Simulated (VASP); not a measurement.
# CaF2 (Fluorite) (Fm-3m) in VASP: notebook

The runs below take CaF2 (Fluorite) through single point, relaxation of cell and atoms, with PBEsol.

All numbers are computed with VASP 6.6.1; they aren't measurements. Logs are shortened: lines on timing, memory, paths and dates and some standing lists are left out, and cuts for length are marked.

### Step 1. The crystal as given

Symmetry: Fm-3m, No. 225, cubic system. Conventional cell: a = 5.462 Å, b = 5.462 Å, c = 5.462 Å, α = 90.00°, β = 90.00°, γ = 90.00°. Around Ca (site symmetry m-3m) lie 8 F at 2.37 Å. F (site symmetry -43m) has 4 Ca at 2.37 Å as nearest neighbours.

### Step 2. Single point, PBEsol (cell and atoms relaxed tightly for response)

Input file INCAR:

```
  PREC = Accurate
  ENCUT = 520
  EDIFF = 1E-7
  ISMEAR = 0
  SIGMA = 0.01
  LREAL = False
  LASPH = True
  NELM = 100
  ALGO = Normal
  ISIF = 2
  LWAVE = False
  LCHARG = True
  GGA = PS
  LELF = True
  LVHAR = True
  NBANDS = 19
```

Input file KPOINTS:

```
Automatic mesh
0
Gamma
  8 8 8
```

Input file POSCAR:

```
CaF2
1.0
    0.0000000000      2.7102879285      2.7102879285
    2.7102879285      0.0000000000      2.7102879285
    2.7102879285      2.7102879285      0.0000000000
Ca F
1 2
Direct
    0.0000000000      0.0000000000      0.0000000000
    0.2500000000      0.2500000000      0.2500000000
    0.7500000000      0.7500000000      0.7500000000
```

Potentials or basis: VASP PAW PBE potentials, release 64 (Ca_sv, F).

Command:

```bash
> cat potpaw_PBE.64/Ca_sv/POTCAR potpaw_PBE.64/F/POTCAR > POTCAR
> mpirun -np 1 vasp_std > vasp.out
```

OUTCAR:

```text
PREC = Accurate
   ENCUT = 520
   EDIFF = 1E-7
   ISMEAR = 0
   LREAL = False
   LASPH = True
   NELM = 100
   ISIF = 2
   GGA = PS

 ion  position               nearest neighbor table
   1  0.000  0.000  0.000-   3 2.35   2 2.35   3 2.35   2 2.35   3 2.35   3 2.35   2 2.35   2 2.35

   2  0.250  0.250  0.250-   1 2.35   1 2.35   1 2.35   1 2.35
   3  0.750  0.750  0.750-   1 2.35   1 2.35   1 2.35   1 2.35

  LATTYP: Found a face centered cubic cell.
 ALAT       =     5.4205758570

  Lattice vectors:

 A1 = (   0.0000000000,   2.7102879285,   2.7102879285)
 A2 = (   2.7102879285,   0.0000000000,   2.7102879285)
 A3 = (   2.7102879285,   2.7102879285,   0.0000000000)

Analysis of symmetry for initial positions (statically):
=====================================================================
 Subroutine PRICEL returns:
 Original cell was already a primitive cell.

 Routine SETGRP: Setting up the symmetry group for a
 face centered cubic supercell.

 Subroutine GETGRP returns: Found 48 space group operations
 (whereof 48 operations were pure point group operations)
 out of a pool of 48 trial point group operations.

The static configuration has the point symmetry O_h .

Analysis of symmetry for dynamics (positions and initial velocities):
=====================================================================
 Subroutine PRICEL returns:
 Original cell was already a primitive cell.

 Routine SETGRP: Setting up the symmetry group for a
 face centered cubic supercell.

 Subroutine GETGRP returns: Found 48 space group operations
 (whereof 48 operations were pure point group operations)
 out of a pool of 48 trial point group operations.

The dynamic configuration has the point symmetry O_h .

 Subroutine INISYM returns: Found 48 space group operations
 (whereof 48 operations are pure point group operations),
 and found     1 'primitive' translations

----------------------------------------------------------------------------------------

                                     Primitive cell

  volume of cell :      39.8177

  direct lattice vectors                    reciprocal lattice vectors
     0.000000000  2.710287929  2.710287929    -0.184482244  0.184482244  0.184482244
     2.710287929  0.000000000  2.710287929     0.184482244 -0.184482244  0.184482244
     2.710287929  2.710287929  0.000000000     0.184482244  0.184482244 -0.184482244

  length of vectors
     3.832925946  3.832925946  3.832925946     0.319532620  0.319532620  0.319532620

  position of ions in fractional coordinates (direct lattice)
     0.000000000  0.000000000  0.000000000
     0.250000000  0.250000000  0.250000000
     0.750000000  0.750000000  0.750000000

  ion indices of the primitive-cell ions
   primitive index   ion index
                 1           1
                 2           2
                 3           3

----------------------------------------------------------------------------------------

 KPOINTS: Automatic mesh

Automatic generation of k-mesh.
 Grid dimensions read from file:
 generate k-points for:    8    8    8

 Generating k-lattice:

  Cartesian coordinates                     Fractional coordinates (reciprocal lattice)
    -0.023060281  0.023060281  0.023060281     0.125000000  0.000000000  0.000000000
     0.023060281 -0.023060281  0.023060281     0.000000000  0.125000000  0.000000000
     0.023060281  0.023060281 -0.023060281     0.000000000  0.000000000  0.125000000

  Length of vectors
     0.039941578  0.039941578  0.039941578

  Shift w.r.t. Gamma in fractional coordinates (k-lattice)
     0.000000000  0.000000000  0.000000000

 Subroutine IBZKPT returns following result:
 ===========================================

 Found     29 irreducible k-points:

 Following reciprocal coordinates:
            Coordinates               Weight
  0.000000  0.000000  0.000000      1.000000
  0.125000  0.000000  0.000000      8.000000
  0.250000  0.000000  0.000000      8.000000
  0.375000  0.000000  0.000000      8.000000
  0.500000  0.000000  0.000000      4.000000
  0.125000  0.125000  0.000000      6.000000
[... 16 lines left out ...]
  0.500000  0.250000  0.125000     48.000000
 -0.375000  0.250000  0.125000     24.000000
 [... further k-points ...]
   k-points           NKPTS =     29   k-points in BZ     NKDIM =     29   number of bands    NBANDS=     19
   number of dos      NEDOS =    301   number of ions     NIONS =      3
   total plane-waves  NPLWV =  27000
   dimension x,y,z NGX =    30 NGY =   30 NGZ =   30
   dimension x,y,z NGXF=    60 NGYF=   60 NGZF=   60
   ions per type =               1   2
   NGX,Y,Z   is equivalent  to a cutoff of  13.01, 13.01, 13.01 a.u.
   NGXF,Y,Z  is equivalent  to a cutoff of  26.02, 26.02, 26.02 a.u.
 SYSTEM =  unknown system
   PREC   = accura    normal or accurate (medium, high low for compatibility)
   ISTART =      0    job   : 0-new  1-cont  2-samecut
   ICHARG =      2    charge: 1-file 2-atom 10-const
   ISPIN  =      1    spin polarized calculation?
   LNONCOLLINEAR =      F non collinear calculations
   LSORBIT =      F    spin-orbit coupling
   LASPH  =      T    aspherical Exc in radial PAW
   ENCUT  =  520.0 eV  38.22 Ry    6.18 a.u.   7.13  7.13  7.13*2*pi/ulx,y,z
   NELM   =    100;   NELMIN=  2; NELMDL= -5     # of ELM steps
   EDIFF  = 0.1E-06   stopping-criterion for ELM
   LREAL  =      F    real-space projection
   EDIFFG = 0.1E-05   stopping-criterion for IOM
   NSW    =      0    number of steps for IOM
   IBRION =     -1    ionic relax: 0-MD 1-quasi-New 2-CG
   NFREE  =      0    steps in history (QN), initial steepest desc. (CG)
   ISIF   =      2    stress and relaxation
   ISYM   =      2    0-nonsym 1-usesym 2-fastsym
   POTIM  = 0.5000    time-step for ionic-motion
   TEBEG  =    0.0;   TEEND  =   0.0 temperature during run
   PSTRESS=    0.0 pullay stress
   NELECT =      24.0000    total number of electrons
   NUPDOWN=      -1.0000    fix difference up-down
   EMIN   =  10.00;   EMAX   =-10.00  energy-range for DOS
   EFERMI =   0.00;   METHOD = LEGACY
   ISMEAR =     0;   SIGMA  =   0.01  broadening in eV -4-tet -1-fermi 0-gaus
   EFERMI_NEDOS =   21; number of points for ismear=-14 and -15
   IALGO  =     38    algorithm
   IMIX   =      4    mixing-type and parameters
     AMIX     =   0.40;   BMIX     =  1.00
     AMIX_MAG =   1.60;   BMIX_MAG =  1.00
  volume/ion in A,a.u.               =      13.27        89.57
  Fermi-wavevector in a.u.,A,eV,Ry     =   1.382886  2.613276 26.019436  1.912375
  Thomas-Fermi vector in A             =   2.507536
   LORBIT       =      0    0 simple, 1 ext, 2 COOP (PROOUT), +10 PAW based schemes
   GGA     = PS    functional components
   LHFCALC =     F    Hartree Fock is set to
   AEXX    =    0.0000 exact exchange contribution
   IVDW    =     0    specifies the selected vdW correction
   LEPSILON=     F    determine dielectric tensor
   LRPA    =     F    only Hartree local field effects (RPA)
 non-spin polarized calculation
 Gauss-broadening in eV      SIGMA  =   0.01
  energy-cutoff  :      520.00
  volume of cell :       39.82
 maximum number of plane-waves:      1090
 NGX is ok and might be reduce to    30
   NGX = 15   NGY = 15   NGZ = 15

 number of electron      23.9999982 magnetization

 Free energy of the ion-electron system (eV)
  ---------------------------------------------------
  ext. energy  EPLUGINS =         0.00000000
  ---------------------------------------------------
  free energy    TOTEN  =       -17.89990270 eV

  energy without entropy =      -17.89990270  energy(sigma->0) =      -17.89990270

 E-fermi :  -0.8364     XC(G=0): -10.0163

 val. band max:       -0.9594899888   @ k =   0.5000   0.5000   0.0000
 cond. band min:       6.2638747410   @ k =   0.0000   0.0000   0.0000
 fundamental gap:      7.2233647299
 Fermi energy:        -0.8363950300

 k-point     1 :       0.0000    0.0000    0.0000
  band No.  band energies     occupation
      1     -36.6641      2.00000
      2     -20.8387      2.00000
      3     -20.0138      2.00000
      4     -17.6884      2.00000
      5     -17.6884      2.00000
      6     -17.6884      2.00000
[... 11 lines left out ...]
     18      10.4444      0.00000
     19      15.9786      0.00000

 k-point     2 :       0.1250    0.0000    0.0000
  band No.  band energies     occupation
      1     -36.6583      2.00000
      2     -20.8818      2.00000
      3     -20.0561      2.00000
      4     -17.6956      2.00000
      5     -17.6956      2.00000
      6     -17.6156      2.00000
[... 11 lines left out ...]
     18      10.4010      0.00000
     19      15.2632      0.00000

 k-point     3 :       0.2500    0.0000    0.0000
  band No.  band energies     occupation
      1     -36.6443      2.00000
      2     -20.9548      2.00000
      3     -20.1945      2.00000
      4     -17.7126      2.00000
      5     -17.7126      2.00000
      6     -17.4311      2.00000
[... 11 lines left out ...]
     18      10.2964      0.00000
     19      13.9942      0.00000

 k-point     4 :       0.3750    0.0000    0.0000
  band No.  band energies     occupation
      1     -36.6302      2.00000
      2     -20.9828      2.00000
      3     -20.3783      2.00000
      4     -17.7295      2.00000
      5     -17.7295      2.00000
      6     -17.2396      2.00000
[... 407 lines left out ...]
     18      10.4019      0.00000
     19      14.5142      0.00000

 k-point    23 :       0.5000    0.2500    0.1250
  band No.  band energies     occupation
      1     -36.6225      2.00000
      2     -20.9734      2.00000
      3     -20.5110      2.00000
      4     -17.7570      2.00000
      5     -17.5724      2.00000
      6     -17.2732      2.00000
[... 11 lines left out ...]
     18      11.0176      0.00000
     19      13.8669      0.00000

 k-point    24 :      -0.3750    0.2500    0.1250
  band No.  band energies     occupation
      1     -36.6178      2.00000
      2     -20.9034      2.00000
      3     -20.6600      2.00000
      4     -17.7655      2.00000
      5     -17.5224      2.00000
      6     -17.2510      2.00000
[... 11 lines left out ...]
     18      11.5949      0.00000
     19      13.3625      0.00000

 [... further k-points ...]

------------------------ aborting loop because EDIFF is reached ----------------------------------------

  FORCE on cell =-STRESS in cart. coord.  units (eV):
  Direction    XX          YY          ZZ          XY          YZ          ZX
  --------------------------------------------------------------------------------------
  -------------------------------------------------------------------------------------
  Total        0.0735413      0.0735413      0.0735413      0.0000000      0.0000000      0.0000000
  in kB        2.9591405      2.9591405      2.9591405      0.0000000      0.0000000      0.0000000
  external PRESSURE =       2.9591405 kB  Pullay stress =       0.0000000 kB

 VOLUME and BASIS-vectors are now :
 -----------------------------------------------------------------------------
  energy-cutoff  :      520.00
  volume of cell :       39.82
      direct lattice vectors                 reciprocal lattice vectors
     0.000000000  2.710287929  2.710287929    -0.184482244  0.184482244  0.184482244
     2.710287929  0.000000000  2.710287929     0.184482244 -0.184482244  0.184482244
     2.710287929  2.710287929  0.000000000     0.184482244  0.184482244 -0.184482244

 POSITION                                       TOTAL-FORCE (eV/Angst)
 -----------------------------------------------------------------------------------
      0.00000      0.00000      0.00000         0.000000     -0.000000     -0.000000
      1.35514      1.35514      1.35514         0.000000      0.000000     -0.000000
      4.06543      4.06543      4.06543        -0.000000     -0.000000      0.000000
 -----------------------------------------------------------------------------------
    total drift:                                0.000000     -0.000000      0.000000

  FREE ENERGIE OF THE ION-ELECTRON SYSTEM (eV)
  ---------------------------------------------------
  free  energy   TOTEN  =       -17.8999026959 eV

  energy  without entropy=      -17.8999026959  energy(sigma->0) =      -17.89990270
```

It took 14 s on 1 thread of Intel Xeon 6975P-C (Granite Rapids), shared host; peak memory 0.17 GiB.

Results:

* Free energy: -17.8999 eV
* Pressure: 0.3 GPa
* Band gap on the k mesh: 7.22 eV, indirect (least direct gap 7.49 eV)

Caveat: the PAW data sets were made with another functional, which shifts forces and pressure a little. A k mesh can miss the band edges.

### Step 3. Relaxation of cell and atoms, PBEsol (cell and atoms relaxed tightly for response)

Input file INCAR:

```
SYSTEM = CaF2
PREC = Accurate
ENCUT = 600
EDIFF = 1E-7
ISMEAR = 0
SIGMA = 0.01
LREAL = .FALSE.
LASPH = .TRUE.
NELM = 80
ALGO = Normal
ISIF = 3
LWAVE = .FALSE.
LCHARG = .FALSE.
GGA = PS
IBRION = 2
NSW = 80
EDIFFG = -0.001
```

Input file KPOINTS:

```
regular mesh
0
G
  8 8 8
  0 0 0
```

Input file POSCAR:

```
CaF2
1.0
    0.0000000000      2.7103819580      2.7103819580
    2.7103819580      0.0000000000      2.7103819580
    2.7103819580      2.7103819580      0.0000000000
Ca F
1 2
Direct
    0.0000000000      0.0000000000      0.0000000000
    0.2500000000      0.2500000000      0.2500000000
    0.7500000000      0.7500000000      0.7500000000
```

Potentials or basis: VASP PAW PBE potentials, release 64 (Ca_sv, F).

Command:

```bash
> cat potpaw_PBE.64/Ca_sv/POTCAR potpaw_PBE.64/F/POTCAR > POTCAR
> mpirun -np 1 vasp_std > vasp.out
```

It took 18 s on 1 thread of Intel Xeon 6975P-C (Granite Rapids), shared host; peak memory 0.19 GiB.

Results (log left out):

```
Free energy                            : -17.9045 eV
Relaxed volume                         : 13.31 Å³/atom
Relaxed cell                           : a = 3.836 Å, b = 3.836 Å, c = 3.836 Å, α = 60.00°, β = 60.00°, γ = 60.00°
Space group after relaxing (to 0.05 Å) : Fm-3m (No. 225)
Energy gained by relaxing              : 0.0 meV/atom
Ionic steps                            : 2
Pressure after relaxing                : 0.0 GPa
Band gap on the k mesh                 : 7.21 eV, indirect (least direct gap 7.47 eV)
```

Final structure:
```cif
data_structure
_symmetry_space_group_name_H-M 'P 1'
_symmetry_Int_Tables_number 1
_cell_length_a 3.8363
_cell_length_b 3.8363
_cell_length_c 3.8363
_cell_angle_alpha 60.000
_cell_angle_beta 60.000
_cell_angle_gamma 60.000
_cell_volume 39.92
loop_
_atom_site_label
_atom_site_type_symbol
_atom_site_fract_x
_atom_site_fract_y
_atom_site_fract_z
_atom_site_occupancy
Ca1 Ca 0.00000 0.00000 0.00000 1
F1 F 0.25000 0.25000 0.25000 1
F2 F 0.75000 0.75000 0.75000 1
```

Levels at points of the mesh, in eV from the valence-band top:
| k point | band 9 | band 10 | band 11 | band 12 | band 13 | band 14 | band 15 | band 16 |
| --- | --- | --- | --- | --- | --- | --- | --- | --- |
| (0.00, 0.00, 0.00) | -2.21 | -0.26 | -0.26 | -0.26 | 7.21 | 9.20 | 9.20 | 11.38 |
| (0.50, 0.00, 0.00) | -1.34 | -1.28 | -0.86 | -0.86 | 9.43 | 9.43 | 9.83 | 10.64 |
| (0.50, 0.50, 0.00) | -1.70 | -0.38 | -0.38 | 0.00 | 8.07 | 9.59 | 10.18 | 11.00 |

Caveat: the PAW data sets were made with another functional, which shifts forces and pressure a little. A k mesh can miss the band edges.

### Step 4. Single point, PBEsol

Input file INCAR:

```
PREC = Accurate
ENCUT = 520
EDIFF = 1E-6
ISMEAR = 0
SIGMA = 0.1
LREAL = False
LASPH = True
NELM = 80
ALGO = Normal
ISIF = 2
LWAVE = False
LCHARG = True
GGA = PS
LELF = True
LVHAR = True
NBANDS = 19
```

Input file KPOINTS:

```
Automatic mesh
0
Gamma
  6 6 6
```

Input file POSCAR:

```
CaF2
1.0
    0.0000000000      2.7310000000      2.7310000000
    2.7310000000      0.0000000000      2.7310000000
    2.7310000000      2.7310000000      0.0000000000
Ca F
1 2
Direct
    0.0000000000      0.0000000000      0.0000000000
    0.2500000000      0.2500000000      0.2500000000
    0.7500000000      0.7500000000      0.7500000000
```

Command:

```bash
> cat potpaw_PBE.64/Ca_sv/POTCAR potpaw_PBE.64/F/POTCAR > POTCAR
> mpirun -np 1 vasp_std > vasp.out
```

Wall time 7.8 s (1 thread of Intel Xeon 6975P-C (Granite Rapids), shared host); peak memory 0.17 GiB.

The run converged. Its results:

```yaml
Free_energy: -17.8980 eV
Pressure: -1.6 GPa
Band_gap_on_the_k_mesh: 7.09 eV, indirect (least direct gap 7.35 eV)
```

Levels at points of the mesh, in eV from the valence-band top:
```tsv
k point	band 10	band 11	band 12	band 13	band 14	band 15
(0.00, 0.00, 0.00)	-0.26	-0.26	-0.26	7.09	9.12	9.12
(0.50, 0.00, 0.00)	-1.26	-0.85	-0.85	9.34	9.34	9.70
(0.50, 0.50, 0.00)	-0.37	-0.37	0.00	8.02	9.47	10.07
```

Caveat: the PAW data sets were made with another functional, which shifts forces and pressure a little. A k mesh can miss the band edges.

### Step 5. The runs side by side

```tsv
task	cell	k mesh	cutoff (eV)	smearing	gap on the mesh (eV)	pressure (GPa)
single point	cell and atoms relaxed tightly for response	8 × 8 × 8	520	gaussian 0.01 eV	7.22	0.3
relaxation of cell and atoms	relaxed from: cell and atoms relaxed tightly for response	8 × 8 × 8	600	gaussian 0.01 eV	7.21	0.0
single point	as given	6 × 6 × 6	520	gaussian 0.1 eV	7.09	-1.6
```

Alike in all rows: level PBEsol; potentials or basis VASP PAW PBE potentials, release 64 (Ca_sv, F); no spin polarisation.

Caveats: the PAW data sets were made with another functional, which shifts forces and pressure a little.

Absolute energies hang on the potentials; compare differences alone.
